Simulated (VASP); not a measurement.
A run of VASP 6.6.1 is set up as follows.

Contents of INCAR:

```
PREC = Accurate ; ENCUT = 520
EDIFF = 1E-7 ; ISMEAR = 0
SIGMA = 0.1 ; LREAL = F
LASPH = T ; NELM = 80
ALGO = Normal ; ISIF = 2
LWAVE = F ; LCHARG = T
LDIPOL = T ; IDIPOL = 3
DIPOL = 0.5 0.5 0.365 ; GGA = PE
LELF = T ; LVHAR = T
LVACPOTAV = T ; NBANDS = 22
```

Contents of KPOINTS:

```
regular mesh
0
Gamma
  9 9 1
```

The input POSCAR:

```
Al
1.0
    2.8543223330      0.0000000000      0.0000000000
   -1.4271611665      2.4719156510      0.0000000000
    0.0000000000      0.0000000000     33.4760593533
Al
8
Direct
    0.3333333333      0.6666666667      0.1194883770
    0.0000000000      0.0000000000      0.1895622803
    0.6666666667      0.3333333333      0.2596361837
    0.0000000000      0.0000000000      0.3297100869
    0.3333333333      0.6666666667      0.3992195594
    0.0000000000      0.0000000000      0.4696536480
    0.6666666667      0.3333333333      0.5400996810
    0.0000000000      0.0000000000      0.6116627748
```

Potentials or basis: VASP PAW PBE potentials, release 64 (Al).

Command:

```sh
$ cat potpaw_PBE.64/Al/POTCAR > POTCAR
$ mpirun -np 1 vasp_std > vasp.out
```

(1) Estimate the largest force.

(2) Predict the work function of the upper face.

(3) What does it give for the band gap on the k mesh?

(4) Predict the work function of the lower face.

Results:

(1) 0.163 eV/Å.

(2) 4.05 eV.

(3) none (metal or under the smearing width).

(4) 4.06 eV.
